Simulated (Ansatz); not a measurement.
The system is Ca.

```
CELL_PARAMETERS angstrom
0.00000 2.79420 2.79420
2.79420 0.00000 2.79420
2.79420 2.79420 0.00000
ATOMIC_POSITIONS crystal
Ca 0.00000 0.00000 0.00000
```

```yaml
Program: Ansatz 0.2.0
Task: relaxation of cell and atoms
Functional: PBE
Potentials_or_basis: all-electron LAPW, scalar-relativistic
Basis_error_allowed: 0.001 eV/atom
k_mesh: 8 × 8 × 8
Occupations: fermi-dirac, width 0.05 eV
Spin: no spin polarisation
```

At the start: volume 43.63 Å³/atom.

Where does the relaxation end?

Over 4 steps the energy falls by 2.6 meV/atom and the volume is 42.13 Å³/atom (-3.4 %); space group Fm-3m (No. 225, to 0.05 Å).

Step by step:
```csv
step,energy change (eV),largest force (eV/Å),volume (Å³)
1,0.0000,0.0000,43.63
2,-0.0017,0.0000,43.01
3,-0.0026,0.0000,42.13
4,-0.0026,0.0000,42.13
```

Final structure:
```cif
data_structure
_symmetry_space_group_name_H-M 'P 1'
_symmetry_Int_Tables_number 1
_cell_length_a 3.9059
_cell_length_b 3.9059
_cell_length_c 3.9059
_cell_angle_alpha 60.000
_cell_angle_beta 60.000
_cell_angle_gamma 60.000
_cell_volume 42.13
loop_
_atom_site_label
_atom_site_type_symbol
_atom_site_fract_x
_atom_site_fract_y
_atom_site_fract_z
_atom_site_occupancy
Ca1 Ca 0.00000 0.00000 0.00000 1
```
